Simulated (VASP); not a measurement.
**AlN: equation of state with PBE**

AlN:

```xyz
2
Lattice="0.0000 2.0345 2.0345 2.0345 0.0000 2.0345 2.0345 2.0345 0.0000" Properties=species:S:1:pos:R:3 pbc="T T T"
Al    2.0345    2.0345    2.0345
N     0.0000    0.0000    0.0000
```

Measurements of this composition are mostly on another form, of space group No. 186.

```
Program                : VASP 6.6.1
Task                   : equation of state
Functional             : PBE
Potentials or basis    : VASP PAW PBE potentials, release 64 (Al, N)
Cutoff                 : 520 eV
k mesh                 : 11 × 11 × 11
Occupations            : fermi-dirac, width 0.05 eV
Spin                   : no spin polarisation
Further INCAR settings : ALGO = Normal; EDIFF = 1e-07; NBANDS = 11
```

```json
{
  "Equilibrium volume": "8.43 Å³/atom",
  "Bulk modulus": "252 GPa",
  "Pressure derivative of the bulk modulus": "4.0"
}
```

Energy against volume, from the lowest point:
```
volume (Å³/atom)  energy (meV/atom)
           7.916              26.83
           8.085              11.60
           8.253               2.87
           8.421               0.00
           8.590               2.44
           8.758               9.67
           8.927              21.26
```

All runs of the series together: 68 s on 1 thread of Intel(R) Xeon(R) Platinum 8259CL CPU @ 2.50GHz (Skylake/Cascade Lake) (shared host).
